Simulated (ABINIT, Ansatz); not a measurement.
# Ge: programs and potentials compared

```
Ge
1.0
    -1.64855    1.58576    1.86236
     1.66529   -1.57913    1.87104
     1.63254    1.56312   -1.85667
Ge
1
Direct
  0.46933 0.48551 0.98579
```

This isn't the form of Ge at room conditions, which is diamond.

The given cell was strained at random by a few per cent at fixed volume.

Alike in all runs: task single point; functional PBE; k mesh 12 × 12 × 12; occupations fermi-dirac, width 0.05 eV; no spin polarisation; no spin-orbit coupling. A missing gap at this level doesn't show that the real crystal is a metal. Pressure is positive in compression and, in plane waves, holds the error of the finite cutoff, which Ansatz's Pulay term estimates and takes out.

```csv
program and potentials,plane-wave cutoff (eV),notes,band gap (eV),pressure (GPa),energy over the undisturbed cell (meV/atom)
"Ansatz, Ansatz PAW (earlier soft set)",420,Pulay term of +0.03 GPa included,no gap,0.47,0.15
"ABINIT, JTH PAW PBE v2.0",599,-,no gap,0.00,0.38
"Ansatz, all-electron LAPW, scalar-relativistic",-,-,?,?,-
```

**Question.** Estimate from the other rows what the run with Ansatz, all-electron LAPW, scalar-relativistic gave.

**Answer.** No band gap; pressure 0.49 GPa. The other rows, which needn't bracket it: pressure 0.00 to 0.47; energy over the undisturbed cell 0.15 to 0.38.
